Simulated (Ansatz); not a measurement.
`C#Cc1ccccc1`, relaxed with RKS PBE-D4/def2-SVP in Ansatz 0.2.0 from a rough embedded geometry. The force threshold is 0.03 eV/Å; the program also tests the step.

Total charge 0; spin multiplicity 1.

Start:

```xyz
14

C    -1.415   -2.074    2.269
C    -0.867   -1.334    1.438
C    -0.256   -0.429    0.477
C    -0.361   -0.787   -0.898
C     0.272    0.120   -1.814
C     0.851    1.292   -1.393
C     0.826    1.621   -0.029
C     0.251    0.745    0.883
H    -1.789   -2.795    2.964
H    -0.737   -1.721   -1.201
H     0.282   -0.167   -2.847
H     1.272    1.960   -2.103
H     1.350    2.566    0.285
H     0.320    1.005    1.969
```

```json
{"step": "1", "energy (eV)": "-8374.8732", "largest force (eV/Å)": "3.503", "largest move (Å)": "0.000"}
{"step": "2", "energy (eV)": "-8375.2017", "largest force (eV/Å)": "1.335", "largest move (Å)": "0.084"}
{"step": "3", "energy (eV)": "-8375.2842", "largest force (eV/Å)": "0.322", "largest move (Å)": "0.054"}
{"step": "4", "energy (eV)": "-8375.2853", "largest force (eV/Å)": "0.128", "largest move (Å)": "0.009"}
{"step": "5", "energy (eV)": "-8375.2856", "largest force (eV/Å)": "0.005", "largest move (Å)": "0.002"}
```

End:

```xyz
14

C    -1.381   -2.108    2.267
C    -0.882   -1.346    1.447
C    -0.299   -0.456    0.491
C    -0.304   -0.778   -0.889
C     0.268    0.096   -1.821
C     0.852    1.301   -1.398
C     0.862    1.629   -0.033
C     0.293    0.762    0.907
H    -1.820   -2.781    2.990
H    -0.763   -1.723   -1.216
H     0.257   -0.166   -2.890
H     1.301    1.985   -2.134
H     1.319    2.572    0.304
H     0.298    1.015    1.977
```

It took 21 s on 2 threads of an AMD EPYC 7R13 on a shared host, with 0.22 GiB of host memory at the peak.
